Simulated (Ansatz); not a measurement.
# WSe2: how the settings move a single-point run, part 2 of 2

How sensitive is a single-point run of WSe2 to its settings? A reference run comes first, then six runs with altered input. The cell is built on a prototype (CdCl2 type) and needn't be the phase found in nature.

Ansatz 0.2.0; reference level DFT, PBEsol, plane waves, PAW. Earlier steps stand in the parts before.

**6. A look at that input**

This run ends as converged, with warnings (moment headroom below auto, seeded moment not kept). Its log warns: «the band count 27 (scf.n_extra_bands) hosts the net moment |M| = 0.5000 μB (N_el = 46) but caps the reachable moment at 2·n_bands − N_el = 8.0000 μB ...»

The suspect setting: magnetization.spin_polarized is true; magnetization.initial_magnetization is 0.5. The starting moment is not one that the system holds. In a periodic run it is only a start, and the SCF did not keep it. The run ends with a total moment of 0.00 μB.

The way back: delete magnetization.spin_polarized and magnetization.initial_magnetization (the default then holds).

With the changed spin polarisation the energy stays within 0.5 meV/atom: no moment survives, so both runs end on the same non-magnetic state.

**7. Changing settings: occupations.width 0.05**

Contents of input.yaml:

```yaml
crystal:
  lattice:
    - [1.6433003395, 0.9487598934, 6.4972670243]
    - [-1.6433003395, 0.9487598934, 6.4972670243]
    - [0.0, -1.8975197868, 6.4972670243]
  atoms:
    - { symbol: W, position: [0.0, 0.0, 0.0] }
    - { symbol: Se, position: [0.2462563273, 0.2462563273, 0.2462563273] }
    - { symbol: Se, position: [0.7537436727, 0.7537436727, 0.7537436727] }
kpoints:
  mp_grid: { grid: [6, 6, 6] }
hamiltonian:
  xc: pbesol
scf:
  occupations: { method: fermi_dirac, width: 0.05 }
  n_extra_bands: 4
output:
  forces: true
  stress: true
  eigenvalues: true
```

Run with:

```sh
$ ansatz run input.yaml --threads 4 --pin off --max-ram 3686MiB --backend cpu --events-out ev --progress --plain --runs-dir out
```

The log of the run, cut to the lines that bear on the results:

```text
Warning: RAYON_NUM_THREADS=4 ignored (pool sized by the plan → 4); use --threads N
[...]
scf.n_extra_bands = 4 over 23 filled bands (N_el = 46.0): the run solves 27 bands
[...]
Pseudopotentials: kind: paw
Pseudopotential: W, paw, valence charge 14, recommended cutoff 420 eV (normal), W.paw.azcp
Pseudopotential: Se, paw, valence charge 16, recommended cutoff 420 eV (normal), Se.paw.azcp
Functional definition: PBEsol
[...]
Crystal: 3 atoms, lattice volume = 60.779 Å³
Basis set: ecut = 420 eV, 1209 PW (Γ), FFT grids on a1−a3, a2−a3, a3, exchange–correlation on 48×48×96 points (8 copies of the dense FFT grid, shifted against one another)
Bands: 27, of which v1, the nominal top of the filled ones, is band 23 counted from 1 (22 counted from 0)
Symmetry: 12 space group operations
Space group: R-3m (ITA 166), of the structure as read, at distance tolerance 3.9e-5 Å
k-points: 32 of 216
[...]
SCF iter   1: F=—  HF=-21106.050125 eV  |F-HF|=—  |Δ(HF+E_count)|=         —  Δρ=3.72e-3  dr2=7.05e-3  ethr=1.77e-3  ⟨swp⟩=5.8  Hψ=3474  notcnv=0
[...]
SCF iter   6: F=-21106.049266 eV  HF=-21106.049266 eV  |F-HF|=2.31e-8  |Δ(HF+E_count)|=   5.05e-7  Δρ=8.32e-6  dr2=5.29e-8  ethr=2.17e-10  ⟨swp⟩=6.0  Hψ=3935  notcnv=0
[...]
SCF converged after 6 iterations
Free energy (F): -21106.049266 eV
[...]
E sigma→0 (E₀):  -21106.046627 eV
Entropy (-TS):   -0.005279 eV (-1.760 meV/atom)
Fermi energy:    13.248296 eV
[...]
--- Forces (eV/Å), atoms counted from 1 ---
  atom   1  W     -0.00000000     0.00000000     0.00000000
  atom   2  Se    -0.00000000    -0.00000000    -0.01939101
  atom   3  Se     0.00000000     0.00000000     0.01939101
[...]
--- Stress (GPa, compression-positive) ---
       -2.601387       0.000000       0.000000
        0.000000      -2.601387       0.000000
        0.000000       0.000000       0.006903
  P = ⅓ Tr σ = -1.7320 GPa (-17.320 kbar)
--- Band table (eV; the first three rows and the last of 32) ---
[... band rows left out ...]
[...]
```

It took 4.4 s on 4 threads of an x86-64 CPU, shared host; peak memory 0.41 GiB.

Changing the smearing hardly moves the energy: -0.2 meV/atom.

**8. Changing settings: occupations.width 0.001**

Contents of input.yaml:

```yaml
crystal:
  lattice:
    - [1.6433003395, 0.9487598934, 6.4972670243]
    - [-1.6433003395, 0.9487598934, 6.4972670243]
    - [0.0, -1.8975197868, 6.4972670243]
  atoms:
    - { symbol: W, position: [0.0, 0.0, 0.0] }
    - { symbol: Se, position: [0.2462563273, 0.2462563273, 0.2462563273] }
    - { symbol: Se, position: [0.7537436727, 0.7537436727, 0.7537436727] }
kpoints:
  mp_grid: { grid: [6, 6, 6] }
hamiltonian:
  xc: pbesol
scf:
  occupations: { method: fermi_dirac, width: 0.001 }
  n_extra_bands: 4
output:
  forces: true
  stress: true
  eigenvalues: true
```

Run with:

```sh
$ ansatz run input.yaml --threads 4 --pin off --max-ram 3686MiB --backend cpu --events-out ev --progress --plain --runs-dir out
```

The log of the run, cut to the lines that bear on the results:

```text
Warning: RAYON_NUM_THREADS=4 ignored (pool sized by the plan → 4); use --threads N
[...]
scf.n_extra_bands = 4 over 23 filled bands (N_el = 46.0): the run solves 27 bands
[...]
Pseudopotentials: kind: paw
Pseudopotential: W, paw, valence charge 14, recommended cutoff 420 eV (normal), W.paw.azcp
Pseudopotential: Se, paw, valence charge 16, recommended cutoff 420 eV (normal), Se.paw.azcp
Functional definition: PBEsol
[...]
Crystal: 3 atoms, lattice volume = 60.779 Å³
Basis set: ecut = 420 eV, 1209 PW (Γ), FFT grids on a1−a3, a2−a3, a3, exchange–correlation on 48×48×96 points (8 copies of the dense FFT grid, shifted against one another)
Bands: 27, of which v1, the nominal top of the filled ones, is band 23 counted from 1 (22 counted from 0)
Symmetry: 12 space group operations
Space group: R-3m (ITA 166), of the structure as read, at distance tolerance 3.9e-5 Å
k-points: 32 of 216
[...]
SCF iter   1: F=—  HF=-21106.046072 eV  |F-HF|=—  |Δ(HF+E_count)|=         —  Δρ=3.73e-3  dr2=7.10e-3  ethr=1.77e-3  ⟨swp⟩=6.1  Hψ=3527  notcnv=0
[...]
SCF iter  11: F=-21106.045197 eV  HF=-21106.045197 eV  |F-HF|=3.94e-8  |Δ(HF+E_count)|=   1.25e-7  Δρ=7.98e-6  dr2=1.98e-8  ethr=2.17e-10  ⟨swp⟩=3.9  Hψ=3467  notcnv=0
[...]
SCF converged after 11 iterations
Free energy (F): -21106.045197 eV
[...]
E sigma→0 (E₀):  -21106.045158 eV
Entropy (-TS):   -0.000077 eV (-0.026 meV/atom)
Fermi energy:    13.255158 eV
[...]
--- Forces (eV/Å), atoms counted from 1 ---
  atom   1  W     -0.00000000     0.00000000     0.00000000
  atom   2  Se    -0.00000000    -0.00000000    -0.02117453
  atom   3  Se     0.00000000     0.00000000     0.02117453
[...]
--- Stress (GPa, compression-positive) ---
       -2.623256       0.000000       0.000000
        0.000000      -2.623256       0.000000
        0.000000       0.000000       0.021081
  P = ⅓ Tr σ = -1.7418 GPa (-17.418 kbar)
--- Band table (eV; the first three rows and the last of 32) ---
[... band rows left out ...]
[...]
```

It took 4.8 s on 4 threads of an x86-64 CPU, shared host; peak memory 0.41 GiB.

Changing the smearing hardly moves the energy: +0.2 meV/atom. Cost: 11 SCF cycles against 6.

**9. Changing settings: ecutrho_ratio 12**

Contents of input.yaml:

```yaml
crystal:
  lattice:
    - [1.6433003395, 0.9487598934, 6.4972670243]
    - [-1.6433003395, 0.9487598934, 6.4972670243]
    - [0.0, -1.8975197868, 6.4972670243]
  atoms:
    - { symbol: W, position: [0.0, 0.0, 0.0] }
    - { symbol: Se, position: [0.2462563273, 0.2462563273, 0.2462563273] }
    - { symbol: Se, position: [0.7537436727, 0.7537436727, 0.7537436727] }
kpoints:
  mp_grid: { grid: [6, 6, 6] }
hamiltonian:
  xc: pbesol
scf:
  occupations: { method: fermi_dirac, width: 0.02 }
  n_extra_bands: 4
  max_iter: 84
output:
  forces: true
  stress: true
  eigenvalues: true
basis:
  ecutrho_ratio: 12
```

Run with:

```sh
$ ansatz run input.yaml --threads 4 --pin off --max-ram 3686MiB --backend cpu --events-out ev --progress --plain --runs-dir out
```

The log of the run, cut to the lines that bear on the results:

```text
Warning: RAYON_NUM_THREADS=4 ignored (pool sized by the plan → 4); use --threads N
[...]
scf.n_extra_bands = 4 over 23 filled bands (N_el = 46.0): the run solves 27 bands
[...]
Pseudopotentials: kind: paw
Pseudopotential: W, paw, valence charge 14, recommended cutoff 420 eV (normal), W.paw.azcp
Pseudopotential: Se, paw, valence charge 16, recommended cutoff 420 eV (normal), Se.paw.azcp
Functional definition: PBEsol
[...]
Crystal: 3 atoms, lattice volume = 60.779 Å³
Basis set: ecut = 420 eV, 1209 PW (Γ), FFT grids on a1−a3, a2−a3, a3, exchange–correlation on 80×80×160 points (8 copies of the dense FFT grid, shifted against one another)
Bands: 27, of which v1, the nominal top of the filled ones, is band 23 counted from 1 (22 counted from 0)
Symmetry: 12 space group operations
Space group: R-3m (ITA 166), of the structure as read, at distance tolerance 3.9e-5 Å
k-points: 32 of 216
[...]
SCF iter   1: F=—  HF=-21106.047508 eV  |F-HF|=—  |Δ(HF+E_count)|=         —  Δρ=3.76e-3  dr2=7.10e-3  ethr=1.77e-3  ⟨swp⟩=6.1  Hψ=3525  notcnv=0
[...]
SCF iter   6: F=-21106.046633 eV  HF=-21106.046633 eV  |F-HF|=2.44e-8  |Δ(HF+E_count)|=   2.23e-7  Δρ=7.13e-6  dr2=8.08e-8  ethr=2.17e-10  ⟨swp⟩=6.0  Hψ=3992  notcnv=0
[...]
SCF converged after 6 iterations
Free energy (F): -21106.046633 eV
[...]
E sigma→0 (E₀):  -21106.045861 eV
Entropy (-TS):   -0.001545 eV (-0.515 meV/atom)
Fermi energy:    13.255242 eV
[...]
--- Forces (eV/Å), atoms counted from 1 ---
  atom   1  W     -0.00000000     0.00000000     0.00000000
  atom   2  Se    -0.00000000    -0.00000000    -0.02121323
  atom   3  Se     0.00000000     0.00000000     0.02121323
[...]
--- Stress (GPa, compression-positive) ---
       -2.622499       0.000000       0.000000
        0.000000      -2.622499       0.000000
        0.000000       0.000000       0.021292
  P = ⅓ Tr σ = -1.7412 GPa (-17.412 kbar)
--- Band table (eV; the first three rows and the last of 32) ---
[... band rows left out ...]
[...]
```

It took 4.3 s on 4 threads of an x86-64 CPU, shared host; peak memory 0.51 GiB.

Changing the numerical grids hardly moves the energy: 0.0 meV/atom.

**10. Comparison**

The summary covers parts 1 to 2.

```csv
run,ending,energy change,pressure (GPa),gap (eV),force (eV/Å),cycles,time
reference,converged,0,-1.7,0.00,0.02,6,3.4 s
"1: occupations.method methfessel_paxton, occupations.width 0.5",converged,+0.8 meV/atom (σ→0),-1.8,0.00,0.01,6,3.5 s
"2: occupations.method methfessel_paxton, occupations.width 0.2",converged,-0.3 meV/atom (σ→0),-1.8,0.00,0.02,6,3.4 s
"3: spin_polarized true, initial_magnetization 0.5",converged,0.0 meV/atom,-1.7,0.00,0.02,11,11 s
4: occupations.width 0.05,converged,-0.2 meV/atom (σ→0),-1.7,0.00,0.02,6,4.4 s
5: occupations.width 0.001,converged,+0.2 meV/atom (σ→0),-1.7,0.00,0.02,11,4.8 s
6: ecutrho_ratio 12,converged,0.0 meV/atom,-1.7,0.00,0.02,6,4.3 s
```

Residual by cycle in the longest SCF loop of each run; runs are numbered as in the table. The quantity is the density residual dr2, in eV.

```csv
cycle,reference,run 1,run 2,run 3,run 4,run 5,run 6
1,0.0071,0.00691,0.00719,1.05,0.00705,0.0071,0.0071
2,0.0011,0.00168,0.00213,0.741,0.0019,8.7e-4,0.00109
3,2.1e-4,2.4e-4,4.3e-4,0.384,3.5e-4,6.0e-4,2.1e-4
4,1.4e-5,3.3e-5,3.8e-5,0.0144,2.9e-5,2.0e-4,1.4e-5
5,8.9e-7,1.2e-6,6.7e-7,0.00106,8.0e-7,2.9e-5,8.5e-7
6,8.2e-8,5.0e-8,6.0e-8,6.1e-4,5.3e-8,5.9e-6,8.1e-8
7,-,-,-,7.6e-5,-,3.8e-6,-
8,-,-,-,1.7e-5,-,2.6e-6,-
9,-,-,-,3.4e-7,-,1.5e-6,-
10,-,-,-,2.7e-8,-,4.8e-7,-
11,-,-,-,3.8e-9,-,2.0e-8,-
```

What this shows: Of the variants the dearest is «spin_polarized true, initial_magnetization 0.5» (11 s), the cheapest «occupations.method methfessel_paxton, occupations.width 0.2» (3.4 s), on a shared host.
